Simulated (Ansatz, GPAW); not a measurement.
This is a calculation of PbO2 for Ansatz 0.2.0. The cell comes from a database or a generator and needn't be the stable form of this composition.

Contents of input.yaml:

```yaml
crystal:
  lattice:
    - [0.0, 2.701992, 2.701992]
    - [2.701992, 0.0, 2.701992]
    - [2.701992, 2.701992, 0.0]
  atoms:
    - { symbol: Pb, position: [0.0, 0.0, 0.0] }
    - { symbol: O, position: [0.75, 0.75, 0.75] }
    - { symbol: O, position: [0.25, 0.25, 0.25] }
kpoints:
  mp_grid: { grid: [9, 9, 9] }
scf:
  occupations: { method: fermi_dirac, width: 0.05 }
hamiltonian:
  xc: pbesol
  pseudopotentials: { kind: all_electron, lapw: { basis_error: 0.001 } }
output:
  forces: true
  stress: true
  eigenvalues: true
  populations: true
```

Potentials or basis: all-electron LAPW, scalar-relativistic.

Launch:

```sh
$ ansatz run input.yaml --threads 2 --pin off --max-ram 8192MiB --backend cpu --events-out ev --progress --plain --runs-dir out
```

**Question.** Translate it to GPAW 26.7.0 (ASE script). Potentials or basis there: PAW data sets generated for this functional, cutoff 800 eV.

**Answer.** As run (cutoffs and basis follow the program's own potentials, and thresholds, step limits or extra output files can differ):

run.py

```python
from ase import Atoms
from ase.dft.bandgap import bandgap
from ase.io import write
from ase.units import Bohr, GPa
from gpaw import GPAW, PW, setup_paths
from gpaw.elf import elf_from_dft_calculation

setup_paths.insert(0, '.')

atoms = Atoms(['Pb', 'O', 'O'],
              cell=[[0.0, 2.701992, 2.701992],
                    [2.701992, 0.0, 2.701992],
                    [2.701992, 2.701992, 0.0]],
              scaled_positions=[[0.0, 0.0, 0.0],
                                [0.75, 0.75, 0.75],
                                [0.25, 0.25, 0.25]],
              pbc=True)

calc = GPAW(mode=PW(800),
            xc='PBEsol',
            kpts={'size': (9, 9, 9), 'gamma': True},
            occupations={'name': 'fermi-dirac', 'width': 0.05},
            nbands=24,
            convergence={'density': 1e-05, 'energy': 1e-05},
            maxiter=150,
            txt='gpaw.txt')
atoms.calc = calc
energy = atoms.get_potential_energy()
forces = atoms.get_forces()
stress = atoms.get_stress()
calc.write('gs.gpw')
write('result.traj', atoms)
print(f'Energy: {energy:.6f} eV')
print('Forces (eV/A):')
print(forces.round(4))
print('Stress (GPa):', (stress / GPa).round(3))
print('Fermi level:', round(calc.get_fermi_level(), 4), 'eV')
print(f'Gap: {bandgap(calc)[0]:.4f} eV, direct: {bandgap(calc, direct=True)[0]:.4f} eV')

# fields on the real-space grid
write('density.cube', atoms, data=calc.get_pseudo_density() * Bohr**3)
write('potential.cube', atoms, data=calc.get_electrostatic_potential())
write('elf.cube', atoms, data=elf_from_dft_calculation(calc).data)
```

Potentials or basis: PAW data sets generated in the run's folder for this functional, pw.

Command:

```sh
$ gpaw-setup -f PBEsol O Pb
$ OMP_NUM_THREADS=1 python run.py
```

Both were run:

|  | Ansatz | GPAW |
| --- | --- | --- |
| Pressure | -5.7 GPa | -7.1 GPa |

Where Ansatz's input types no cutoff or centring, it takes its own default and a Γ-centred mesh.

Pressure is positive in compression.
